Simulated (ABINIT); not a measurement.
Runs of ABINIT 10.8.3 (patched build) on Pb. The structure is cubic, space group Fm-3m (No. 225). Conventional cell: a = 4.950 Å, b = 4.950 Å, c = 4.950 Å, α = 90.00°, β = 90.00°, γ = 90.00°. Around Pb (site symmetry m-3m) lie 12 Pb at 3.50 Å. 

```tsv
task	level	potentials or basis	spin	cutoff (eV)	fine-grid cutoff	gap on the mesh (eV)	pressure (GPa)	V0 of scaled cells (Å³/atom)	B0 (GPa)
band structure	SOGGA	JTH PAW PBE v2.0	SOC, no magnetisation	463	925.187 eV	none	-	-	-
band structure	LDA-PZ	JTH PAW LDA v2.0	SOC, no magnetisation	463	925.187 eV	none	-	-	-
equation of state	LDA	JTH PAW LDA v2.0 sp	off	408	816.342 eV	-	-	29.08	56
band structure	r2SCAN	SPMS NC PBE v1.0	off	707	-	none	(b)	-	-
band structure	revPBE	JTH PAW PBE v2.0	off	463	925.187 eV	none	-	-	-
band structure	OLYP	JTH PAW PBE v2.0	SOC, no magnetisation	463	925.187 eV	none	-	-	-
band structure	RPBE	JTH PAW PBE v2.0 sp	off	408	816.342 eV	none	3.9	-	-
band structure	LDA	JTH PAW LDA v2.0	SOC, no magnetisation	463	925.187 eV	none	-	-	-
equation of state	PBEsol	JTH PAW PBE v2.0	off	327	653.073 eV	-	-	(a)	50
```

Alike in all rows: cell as given; k mesh 9 × 9 × 9; smearing fermi-dirac 0.05 eV.

Question: Estimate the missing entries.

Answer: (a) 30.01; (b) -0.4.

Caveats: the PAW data sets were made with another functional, which shifts forces and pressure a little (some runs); spin-orbit coupling is left out, which moves the levels of the heavy elements (some runs); pressures at fixed basis lie under the slope of the energies (some runs); this set keeps more shells in the core, which shifts pressures and gaps (some runs); a meta-GGA on potentials with a model core is unreliable (some runs); a meta-GGA on norm-conserving files made for a GGA shifts volumes by about 1 % (some runs); the potentials were made for another functional, which shifts forces and pressure (some runs).

A k mesh can miss the band edges, and rows without SOC leave out spin-orbit coupling on Pb.

A gap of «none» marks a metal or a gap under the smearing width.

The runs don't all hold the same shells in valence.

Runs at the PBE level aren't shown here.
